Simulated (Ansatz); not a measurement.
The system is Cu.

```
CELL_PARAMETERS angstrom
2.53410 0.00000 0.00000
-1.26705 2.19459 0.00000
0.00000 0.00000 4.11257
ATOMIC_POSITIONS crystal
Cu 0.66971 0.35034 0.74393
Cu 0.35459 0.66690 0.24866
```

This isn't the form of Cu at room conditions, which is fcc.

The cell isn't the ideal one: atoms moved at random, drawn with an rms of 0.05 Å.

A run of Ansatz 0.2.0 on this cell left the log below. Logs are shortened: lines on timing, memory, paths and dates and some standing lists are left out, and cuts for length are marked.

```text
Warning: RAYON_NUM_THREADS=2 ignored (pool sized by the plan → 2); use --threads N
Engine: ansatz 0.2.0, x86_64-unknown-linux-gnu
Pseudopotentials: kind: paw
Pseudopotential: Cu, paw, valence charge 19, recommended cutoff 420 eV (normal), Cu.paw.azcp
Functional definition: PBEsol
  exchange = pbesol_x
  correlation = pbesol_c
Crystal: 2 atoms, lattice volume = 22.871 Å³
Basis set: ecut = 420 eV, 451 PW (Γ), exchange–correlation on 36×36×60 points (8 copies of the dense FFT grid, shifted against one another)
Bands: 23, of which v1, the nominal top of the filled ones, is band 19 counted from 1 (18 counted from 0)
Symmetry: 2 space group operations
Space group: P-1 (ITA 2), of the structure as read, at distance tolerance 2.8e-5 Å
k-points: 506 of 1008
Non-local potential: Cu, projectors of the file, l = 0: 3, l = 1: 2, l = 2: 3, l = 3: 1
PAW form: soft (Blöchl's): semilocal exchange-correlation on the pseudo side does not see the compensation charge
PAW frozen core: Cu, regenerated for the run's functional, and the local potential with it (the file was generated under x = pbe(κ = 0.804, μ = 0.2195149727645171), c = pbe(β = 0.06672455060314922))
PAW one-centre angular grid: Cu, 590 points (default); XC on 64 Gauss nodes
Initial density: superposition of atomic densities (neutral atoms: chi_scale 0, normalization atom), corrected by the library's trained network
Initial wavefunctions: pseudopotential atomic-orbital guess
Functional: x = pbesol(κ = 0.804, μ = 0.12345679012345678), c = pbesol(β = 0.046)
SCF iter   1: F=—  HF=-13177.520754 eV  |F-HF|=—  |Δ(HF+E_count)|=         —  Δρ=2.15e-2  dr2=5.48e-2  ethr=1.77e-3  ⟨swp⟩=5.5  Hψ=43749  notcnv=0
preconditioner: auto → none  [metal: Δε(μ)=0.006 eV  Ē_g=10.982 eV  σ=0.050 eV  W_gap=0.03  n_scr=8 (ndim 8)  ℏωp=36.4 eV  f_vac=0.000  D(μ)=1.03/eV (n_scr^D=2)  sad-step TF]
SCF iter   2: F=—  HF=-13177.509158 eV  |F-HF|=—  |Δ(HF+E_count)|=   1.16e-2  Δρ=5.34e-3  dr2=3.74e-3  ethr=1.44e-4  ⟨swp⟩=2.5  Hψ=21606  notcnv=0  defer=37
SCF iter   3: F=—  HF=-13177.508429 eV  |F-HF|=—  |Δ(HF+E_count)|=   7.29e-4  Δρ=1.39e-3  dr2=2.49e-4  ethr=9.84e-6  ⟨swp⟩=1.0  Hψ=11616  notcnv=0  defer=37
SCF iter   4: F=—  HF=-13177.508343 eV  |F-HF|=—  |Δ(HF+E_count)|=   8.61e-5  Δρ=8.68e-5  dr2=1.57e-6  ethr=6.55e-7  ⟨swp⟩=2.5  Hψ=17022  notcnv=0  defer=37
SCF iter   5: F=—  HF=-13177.508343 eV  |F-HF|=—  |Δ(HF+E_count)|=   2.75e-7  Δρ=3.83e-5  dr2=3.34e-7  ethr=4.14e-9  ⟨swp⟩=2.0  Hψ=17136  notcnv=0  defer=37
SCF iter   6: F=-13177.508343 eV  HF=-13177.508343 eV  |F-HF|=4.96e-9  |Δ(HF+E_count)|=   7.76e-8  Δρ=7.45e-6  dr2=4.13e-9  ethr=2.63e-10  ⟨swp⟩=5.2  Hψ=50253  notcnv=0
SCF 1 converged in 6 iterations: F = -13177.508343 eV  dr2 = 4.13e-9
  greatest PAW one-centre occupation: 1.000 electrons in one spin orbital (limit 2), on the Cu atom at site 1 (counted from 0), in its partial waves of l = 0
SCF converged after 6 iterations
Free energy (F): -13177.508343 eV
Harris-Foulkes:  -13177.508343 eV  (|F-HF|=4.96e-9)
Internal energy: -13177.500357 eV  (E = F + TS)
E sigma→0 (E₀):  -13177.504350 eV
Entropy (-TS):   -0.007986 eV (-3.993 meV/atom)
Fermi energy:    17.241065 eV
--- Per-component energies (eV) ---
  E_band       = -698.825528
  E_kinetic    = 601.027362
  E_local      = -7982.596131  (includes V_loc(G=0)·N_el)
  E_nonlocal   = 782.506925
  E_hartree    = 3514.632563
  E_xc         = -178.590970
  E_vxc        = -231.496640  (∫ρ·V_xc dr)
  E_paw        = -3251.968386  (= ΣΔE_a)
  E_vpaw       = -897.538252  (= ΣTr[D̂ρ^β])
  E_aug_tail   = 0.000497  (compensation charges beyond the density's cutoff)
  E_ewald      = -6662.924621
  E_core_change = 0.412404  (= ΣΔE_core)
  E_smearing   = -0.007986  (= −TS)
  E_closure    = 0.000000  (closes the sum)
  Σ components = -13177.508343   (vs F -13177.508343, Δ=0.00e0)
--- Forces (eV/Å), atoms counted from 1 ---
  atom   1  Cu     0.10612952    -0.05869900     0.15434816
  atom   2  Cu    -0.10612952     0.05869900    -0.15434816
  max |Σ_I F_I| component: 0.00e0 eV/Å
--- Stress (GPa, compression-positive) ---
       -1.083686      -0.884759       0.109007
       -0.884759      -2.044231      -0.060801
        0.109007      -0.060801      -0.793107
  P = ⅓ Tr σ = -1.3070 GPa (-13.070 kbar)
--- Band table (eV; the first three rows and the last of 506) ---
  k-point 0: bands = ["-95.0388", "-95.0218", "-52.6229", "-52.5179", "-52.5037", "-52.4955", "-52.4946", "-52.4887", "7.5906", "12.0075", "14.1795", "14.2316", "14.2678", "14.4485", "14.5132", "14.6724", "14.8475", "15.4917", "15.6397", "16.1658", "21.2752", "38.6553", "39.2191"]
  k-point 1: bands = ["-95.0379", "-95.0226", "-52.6167", "-52.5169", "-52.5029", "-52.5016", "-52.4957", "-52.4894", "7.7827", "11.8862", "14.1414", "14.1973", "14.2284", "14.4077", "14.4753", "14.7641", "14.9299", "15.4055", "15.4948", "15.6162", "22.5276", "38.7316", "39.3388"]
  k-point 2: bands = ["-95.0356", "-95.0250", "-52.5993", "-52.5208", "-52.5123", "-52.5009", "-52.4988", "-52.4914", "8.3474", "11.3639", "14.0425", "14.1635", "14.1729", "14.3128", "14.3624", "14.3842", "14.9766", "15.1051", "15.4815", "15.5386", "25.1726", "35.6438", "38.9552"]
  k-point 505: bands = ["-95.0201", "-95.0195", "-52.6190", "-52.6146", "-52.5314", "-52.5269", "-52.5226", "-52.5159", "12.1404", "12.2959", "13.2570", "13.4118", "14.6980", "15.0378", "15.1916", "15.7083", "15.7106", "15.7384", "17.2022", "17.8333", "22.4628", "22.5057", "32.7605"]
```

What input gives this log?

Single point with PBEsol, no spin polarisation. The files as run (others can give the same):

input.yaml
```yaml
crystal:
  lattice:
    - [2.5340966698, 0.0, 0.0]
    - [-1.2670483349, 2.1945920917, 0.0]
    - [0.0, 0.0, 4.112571]
  atoms:
    - { symbol: Cu, position: [0.669715, 0.350339, 0.743926] }
    - { symbol: Cu, position: [0.354591, 0.666897, 0.248665] }
hamiltonian:
  xc: pbesol
  pseudopotentials: { kind: paw }
kpoints:
  mp_grid: { grid: [12, 12, 7] }
scf:
  occupations: { method: fermi_dirac, width: 0.05 }
output:
  forces: true
  stress: true
  eigenvalues: true
```

Potentials or basis: Ansatz PAW.
Command:
```bash
$ ansatz run input.yaml --threads 2 --pin off --max-ram 5632MiB --backend cpu --events-out ev --progress --plain --runs-dir out
```

Caveat: the PAW data sets come from PBE, with cores solved anew for the run's functional, which leaves a small shift of forces and pressure.
